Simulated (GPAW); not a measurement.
Two runs for the F K edge of atom 2 in NaF (Villiaumite, Fm-3m). Run A: GPAW, PBE, full core hole (charged cell), 16-atom cell with 6.6 Å between holes, 4×4×4 k points, dipole transitions, Gaussian full width 0.9 eV up to 4 eV, rising linearly to 3.5 eV at 25 eV. Run B differs in one choice.

Energy from the lowest empty level; intensity scaled to a mean of 1 over the first 20 eV:

```tsv
E (eV)	A	B
-2.00	0.00	0.00
-1.25	0.00	0.00
-0.50	0.00	0.00
0.25	0.02	0.02
1.00	0.08	0.09
1.75	0.15	0.27
2.50	0.72	0.41
3.25	1.58	0.82
4.00	2.21	1.00
4.75	2.10	1.46
5.50	1.88	2.23
6.25	1.91	2.41
7.00	1.51	1.85
7.75	0.82	0.83
8.50	0.34	0.45
9.25	0.26	0.50
10.00	0.32	0.59
10.75	0.55	0.75
11.50	0.99	1.03
12.25	1.47	1.40
13.00	1.70	1.65
13.75	1.38	1.52
14.50	0.87	1.22
15.25	0.60	1.00
16.00	0.56	0.88
16.75	0.64	0.80
17.50	0.78	0.76
18.25	0.96	0.80
19.00	1.14	0.93
19.75	1.29	1.12
20.50	1.40	1.34
21.25	1.46	1.48
22.00	1.39	1.48
22.75	1.18	1.34
23.50	0.91	1.15
24.25	0.70	1.00
25.00	0.62	0.94
25.75	0.64	0.93
26.50	0.70	0.91
27.25	0.73	0.83
28.00	0.69	0.70
28.75	0.60	0.56
29.50	0.51	0.47
30.25	0.45	0.43
31.00	0.45	0.45
31.75	0.50	0.50
```

What was changed?
a) the volume of the cell
b) the size of the supercell
c) the plane-wave cutoff
d) the broadening

(b): run B changes the supercell atoms from 16 to 4, and the k mesh follows the cell. The scaled spectrum changes by 29 % r.m.s. Another feature, at 6.2 eV (2.41), becomes the highest below 16 eV; the one at 4.3 eV is gone. Other settings could leave a like mark; this is the one that was changed.

[Banner, clock and machine lines of the logs are left out without a mark of their own.]

[Logs are printed without paths, hosts, clocks, repeated set-up lines and the standing remarks that a program may print on its own settings, such as how far it seeks lower states.]

[Hosts, paths, dates, database ids (printed as entryN), source tags and the programs' standing remarks are cut or masked in the printed files.]

[Lists of maxima count a maximum above −3 eV only where it reaches 4 % of the highest in the window and stands out from its surroundings by 2 % of it (1.5 % where it reaches 55 %); shoulders and weaker maxima are passed over, and of the rest the first, up to two pre-edge ones and the few strongest are named.]
